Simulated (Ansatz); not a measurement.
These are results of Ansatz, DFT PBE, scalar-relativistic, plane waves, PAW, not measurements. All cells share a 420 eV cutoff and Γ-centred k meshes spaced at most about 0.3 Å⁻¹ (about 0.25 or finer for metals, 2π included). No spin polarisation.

All energies are static (0 K, no zero-point motion).

Two forms of Mg3Sn2N2 were relaxed alike.

A.

```yaml
crystal:
  lattice:
    - [1.64773, 0.95132, 13.09746]
    - [-1.64773, 0.95132, 13.09746]
    - [0.00000, -1.90263, 13.09746]
  atoms:
    - { symbol: Mg, position: [0.00000, 0.00000, 0.00000] }
    - { symbol: Mg, position: [0.72069, 0.72069, 0.72069] }
    - { symbol: Mg, position: [0.27931, 0.27931, 0.27931] }
    - { symbol: Sn, position: [0.13169, 0.13169, 0.13169] }
    - { symbol: Sn, position: [0.86831, 0.86831, 0.86831] }
    - { symbol: N, position: [0.63226, 0.63226, 0.63226] }
    - { symbol: N, position: [0.36774, 0.36774, 0.36774] }
```

B.

```yaml
crystal:
  lattice:
    - [3.32126, 0.00000, 0.00000]
    - [-1.66063, 2.87630, 0.00000]
    - [0.00000, 0.00000, 12.61874]
  atoms:
    - { symbol: Mg, position: [0.00000, 0.00000, 0.00000] }
    - { symbol: Mg, position: [0.66667, 0.33333, 0.16498] }
    - { symbol: Mg, position: [0.33333, 0.66667, 0.83501] }
    - { symbol: Sn, position: [0.33333, 0.66667, 0.38632] }
    - { symbol: Sn, position: [0.66667, 0.33333, 0.61368] }
    - { symbol: N, position: [0.33333, 0.66667, 0.10657] }
    - { symbol: N, position: [0.66667, 0.33333, 0.89343] }
```

Question: Which would you expect to be lower, and how large is the difference?

Answer: B is lower, by 13 meV/atom. A has space group R-3m (No. 166), 17.6 Å³/atom and no gap on its mesh; B has space group P-3m1 (No. 164), 17.2 Å³/atom and no gap. Counting Mg or Sn atoms around N (for each partner element, those within 1.25 times its shortest distance or 1.15 times the sum of covalent radii, where it is the nearest in units of that sum or under 1.3; a plus sign parts groups by distance over the sum of covalent radii), A and B both have N 3+3. Both come from invented guesses.

For metals, differences of a few meV/atom aren't resolved. Cells relaxed within their symmetry can be saddle points.
